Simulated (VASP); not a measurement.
Data:

```yaml
crystal:
  lattice:
    - [4.51645, 0.00000, 0.00000]
    - [0.00000, 4.51645, 0.00000]
    - [0.00000, 0.00000, 4.51645]
  atoms:
    - { symbol: Cs, position: [0.00000, 0.00000, 0.00000] }
    - { symbol: I, position: [0.50000, 0.50000, 0.50000] }
```

Computed with PBEsol GGA, VASP's PBE PAW potentials (set 64) (plane waves; VASP 6.6.1). Numerical set-up: 400 eV cut-off, 6×6×6 Γ-centred mesh, Gaussian smearing of 0.010 eV, potentials Cs_sv I.

**Question.** Give the electronic dielectric tensor ε∞ (DFPT, local fields included).

**Answer.** 
```
3.49  0.00  0.00
0.00  3.49  0.00
0.00  0.00  3.49
```

**Question.** Give the Born effective charges.

**Answer.** 
```
atom   Z*xx   Z*yy   Z*zz   mean
----  -----  -----  -----  -----
Cs1    1.32   1.32   1.32   1.32
I2    -1.32  -1.32  -1.32  -1.32
```

The compound is CsI in the CsCl type structure. It was relaxed first.
